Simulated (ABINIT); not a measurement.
Set up this calculation in ABINIT 10.8.3 (patched build), as the native input.

| Quantity | Value |
| --- | --- |
| Task | equation of state |
| Functional | PBE |
| Potentials or basis | JTH PAW PBE v2.0 sp |
| Cutoff | 408 eV |
| k mesh | 7 × 7 × 7 |
| Occupations | fermi-dirac, width 0.05 eV |
| Spin | spin-orbit coupling, no magnetisation |
| Fine-grid cutoff | 816.342 eV |
| Exchange and correlation inside the PAW spheres | full angular mesh (pawxcdev 0, this build's default; the released program takes 1) |

The system is TePb.

```
Pb Te
1.0
     4.00229    0.00000    0.00000
     0.00000    4.00229    0.00000
     0.00000    0.00000    4.00229
Pb Te
1 1
Direct
  0.00000 0.00000 0.00000
  0.50000 0.50000 0.50000
```

Measurements of this composition are mostly on another form, of space group No. 225.

One way to write it, as run:

run.abi

```
# Datasets: one volume each
ndtset 7
getwfk -1
scalecart1 3*0.9795861087
scalecart2 3*0.9864848297
scalecart3 3*0.9932883884
scalecart4 3*1.0000000000
scalecart5 3*1.0066227096
scalecart6 3*1.0131594038
scalecart7 3*1.0196128224

# Pseudopotentials
pp_dirpath "./"
pseudos "Pb.GGA_PBE-JTH_sp.xml, Te.GGA_PBE-JTH.xml"

# Structure
acell 3*1.0 Angstrom
rprim
     4.0022870000     0.0000000000     0.0000000000
     0.0000000000     4.0022870000     0.0000000000
     0.0000000000     0.0000000000     4.0022870000
ntypat 2
znucl 82 52
natom 2
typat 1 2
xred
     0.0000000000     0.0000000000     0.0000000000
     0.5000000000     0.5000000000     0.5000000000

# Plane-wave basis
ecut 15.0
pawecutdg 30.0

# k points
kptopt 4
ngkpt 7 7 7
nshiftk 1
shiftk 0.0 0.0 0.0

# Exchange and correlation
ixc 11

# Bands and occupations
nband 18
occopt 3
tsmear 0.00183747

# Spin
nspinor 2
nspden 1
pawspnorb 1

# SCF cycle
nstep 100
tolvrs 1.0e-9

# Output
iomode 3
prtwf 1
prtden 0
prteig 0
prtebands 0
```

Potentials or basis: JTH PAW PBE v2.0 sp.

Command:

```console
$ abinit run.abi > log 2>&1
```

It gave:

```json
{
  "Equilibrium volume": "31.90 Å³/atom",
  "Bulk modulus": "40 GPa",
  "Pressure derivative of the bulk modulus": "4.9"
}
```

Caveat: pressures at fixed basis lie under the slope of the energies; this set keeps more shells in the core, which shifts pressures and gaps.

Run time: 92 s on 1 thread of Intel(R) Xeon(R) 6975P-C (Granite Rapids), with other jobs on the host, peak memory 0.15 GiB.
